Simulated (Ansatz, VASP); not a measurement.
## One calculation of KMgF3, two programs

```
K Mg F
1.0
     3.97847    0.00000    0.00000
     0.00000    3.97847    0.00000
     0.00000    0.00000    3.97847
K Mg F
1 1 3
Direct
  0.50000 0.50000 0.50000
  0.00000 0.00000 0.00000
  0.00000 0.50000 0.00000
  0.00000 0.00000 0.50000
  0.50000 0.00000 0.00000
```

The cell is a database's computed one.

Alike in both runs: task relaxation of cell and atoms; functional PBE; k mesh 6 × 6 × 6; occupations gaussian, width 0.02 eV; no spin polarisation.

|  | VASP | Ansatz |
| --- | --- | --- |
| version | VASP 6.6.1 | Ansatz 0.2.0 |
| potentials or method | VASP PAW PBE potentials, release 64 (K_sv, Mg, F) | scalar-relativistic, plane waves, PAW |
| plane-wave cutoff (eV) | 600 | 420 |
| valence electrons in the cell | 32 | 40 |

|  | VASP | Ansatz | Ansatz less VASP |
| --- | --- | --- | --- |
| gap on the k mesh at the Fermi level, each at its own relaxed structure (eV) | 6.98 | 6.96 | -0.016 |
| relaxed volume (Å³/atom) | 13.24 | 13.32 | +0.085 |
| relaxed cell length with the largest relative difference (Å) | 4.045 | 4.054 | +0.0086 |
| energy change over the relaxation (meV/atom) | -7 | -9 | -2.2 |

The two sets of potentials don't hold the same shells in valence.

A k mesh can miss the band edges. A hybrid or GW would open this gap; PBE tends to underestimate it.
